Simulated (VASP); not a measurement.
La: relaxation of cell and atoms with PW91

The system is La.

```xyz
2
Lattice="3.7500 0.0000 0.0000 -1.8750 3.2476 0.0000 0.0000 0.0000 6.0700" Properties=species:S:1:pos:R:3 pbc="T T T"
La    1.8750    1.0825    4.5525
La    0.0000    2.1651    1.5175
```

This isn't the form of La at room conditions, which is double hcp.

```json
{
 "Program": "VASP 6.6.1",
 "Task": "relaxation of cell and atoms",
 "Functional": "PW91",
 "Potentials or basis": "VASP PAW PBE potentials, release 64 (La)",
 "Cutoff": "600 eV",
 "k mesh": "8 × 8 × 5",
 "Occupations": "fermi-dirac, width 0.05 eV",
 "Spin": "no spin polarisation",
 "Further INCAR settings": "ALGO = Normal; EDIFF = 1e-06; IBRION = 2; EDIFFG = -0.005; NSW = 60; ISIF = 3"
}
```

The relaxed volume is 37.64 Å³/atom and the relaxed cell is a = 3.791 Å, b = 3.791 Å, c = 6.048 Å, α = 90.00°, β = 90.00°, γ = 120.00°. The space group after relaxing (to 0.05 Å) is P6_3/mmc (No. 194), the energy gained by relaxing is 1.3 meV/atom and the ionic steps are 7. The pressure after relaxing is 0.0 GPa and the band gap on the k mesh is none (metal or under the smearing width).

The path:
| step | energy change (eV) | largest force (eV/Å) | pressure (GPa) | volume (Å³) |
| --- | --- | --- | --- | --- |
| 1 | 0.0000 | 0.0000 | 0.44 | 73.92 |
| 2 | -0.0021 | 0.0000 | 0.07 | 75.03 |
| 3 | -0.0022 | 0.0000 | -0.03 | 75.34 |
| 4 | -0.0025 | 0.0000 | -0.02 | 75.32 |
| 5 | -0.0026 | 0.0000 | -0.01 | 75.30 |
| 6 | -0.0027 | 0.0000 | 0.01 | 75.26 |
| 7 | -0.0027 | 0.0000 | 0.00 | 75.27 |

Final structure:
```
La
1.0
     3.79083    0.00000    0.00000
    -1.89542    3.28296    0.00000
     0.00000    0.00000    6.04833
La
2
Direct
  0.66667 0.33333 0.75000
  0.33333 0.66667 0.25000
```

Levels at points of the mesh, in eV from the Fermi level:
```
           k point  band 8  band 9  band 10  band 11  band 12  band 13  band 14  band 15
(0.00, 0.00, 0.00)  -15.83   -3.14    -1.74     1.07     1.26     1.26     1.43     1.53
(0.50, 0.00, 0.00)  -16.04   -1.57    -1.13    -1.09     1.14     1.14     1.31     1.38
```

Run time: 6.5 min on 1 thread of Intel(R) Xeon(R) Platinum 8259CL CPU @ 2.50GHz (Skylake/Cascade Lake), on a shared host, peak memory 0.23 GiB.

Caveat: the PAW data sets were made with another functional, which shifts forces and pressure a little. The run has no spin-orbit coupling, so splittings on La are missing.
